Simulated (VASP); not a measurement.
Crystal: Pd.

```
CELL_PARAMETERS angstrom
2.66257 0.00000 0.00000
-1.33129 2.30586 0.00000
0.00000 0.00000 2.48784
ATOMIC_POSITIONS crystal
Pd 0.00000 0.00000 0.00000
```

The cell was built by a generator and needn't be a form met in nature.

| Quantity | Value |
| --- | --- |
| Program | VASP 6.6.1 |
| Task | relaxation of cell and atoms |
| Functional | r2SCAN |
| Potentials or basis | VASP PAW PBE potentials, release 64 (Pd) |
| Cutoff | 600 eV |
| k mesh | 9 × 9 × 8 |
| Occupations | gaussian, width 0.1 eV |
| Spin | no spin polarisation |

At the start: pressure 11.2 GPa; volume 15.27 Å³/atom.

Question: Where does the relaxation end?

Answer: Over 7 steps the energy falls by 59.6 meV/atom and the volume is 16.18 Å³/atom (+6.0 %); space group P6/mmm (No. 191, to 0.05 Å).

The path:
| step | energy change (eV) | largest force (eV/Å) | pressure (GPa) | volume (Å³) |
| --- | --- | --- | --- | --- |
| 1 | 0.0000 | 0.0000 | 11.21 | 15.27 |
| 2 | 0.0116 | 0.0000 | -9.93 | 17.71 |
| 3 | -0.0588 | 0.0000 | -1.25 | 16.32 |
| 4 | -0.0589 | 0.0000 | -0.98 | 16.30 |
| 5 | -0.0589 | 0.0000 | -0.83 | 16.28 |
| 6 | -0.0590 | 0.0000 | 1.09 | 16.10 |
| 7 | -0.0596 | 0.0000 | 0.14 | 16.18 |

Final structure:
```yaml
crystal:
  lattice:
    - [2.67294, 0.00000, 0.00000]
    - [-1.33647, 2.31483, 0.00000]
    - [0.00000, 0.00000, 2.61549]
  atoms:
    - { symbol: Pd, position: [0.00000, 0.00000, 0.00000] }
```

Caveat: the PAW data sets were made with another functional, which shifts forces and pressure a little.
